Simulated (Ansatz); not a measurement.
## SiO2: single point with PBE

The system is SiO2.

```
Si O
1.0
     0.00000    4.71626    7.36278
     2.35958    0.00000    7.36278
     2.35958    4.71626    0.00000
Si O
4 8
Direct
  0.92548 0.94898 0.56909
  0.68862 0.68247 0.30516
  0.32207 0.31150 0.68050
  0.55574 0.57037 0.94119
  0.05928 0.44510 0.06938
  0.44263 0.05456 0.42860
  0.80499 0.18584 0.82166
  0.17316 0.81684 0.19275
  0.11424 0.63601 0.63623
  0.62574 0.61971 0.63216
  0.63257 0.61859 0.12270
  0.63303 0.11809 0.62429
```

The cell comes from a database or a generator and needn't be the stable form of this composition.

The cell isn't the ideal one: atoms moved at random, drawn with an rms of 0.05 Å.

* Program: Ansatz 0.2.0
* Task: single point
* Functional: PBE
* Potentials or basis: Ansatz PAW
* Cutoff: 420 eV (not typed: the program's choice for these potentials)
* k mesh: 7 × 7 × 7
* Occupations: fermi-dirac, width 0.05 eV
* Spin: no spin polarisation

| Item | Value |
| --- | --- |
| Pressure | 5.5 GPa |
| Largest force | 3.221 eV/Å |
| Band gap on the k mesh | 5.58 eV, direct |

Forces in eV/Å, atoms in the order of the input:
```
Si  -1.725  2.179 -0.222
Si   1.086  2.885  0.934
Si   0.456 -0.861 -1.886
Si   0.308  1.058 -2.063
O   -1.239  0.157  0.372
O    1.853  0.059  1.275
O    2.222  0.609  1.964
O   -1.599 -0.029  1.841
O   -0.566  0.430 -0.141
O   -1.059 -2.193  1.549
O   -0.844 -1.922 -1.848
O    1.107 -2.373 -1.774
```

Stress tensor (GPa, compression positive):
```
 3.80  0.39 -0.05
 0.39  7.40  3.13
-0.05  3.13  5.36
```

Levels at points of the mesh, in eV from the valence-band top:
```csv
k point,band 29,band 30,band 31,band 32,band 33,band 34,band 35,band 36
"(0.00, 0.00, 0.00)",-0.74,-0.57,-0.20,0.00,5.58,7.97,8.22,8.60
```

Run time: 45 s on 4 threads of Arm Neoverse V1 (shared host), peak memory 1.1 GiB.

Caveat: odd divisions of the mesh miss points on the zone boundary, where band edges often lie, so the gap on the mesh can be too wide; the pressure holds a Pulay correction of +0.6 GPa for the finite cutoff. A k mesh can miss the band edges.
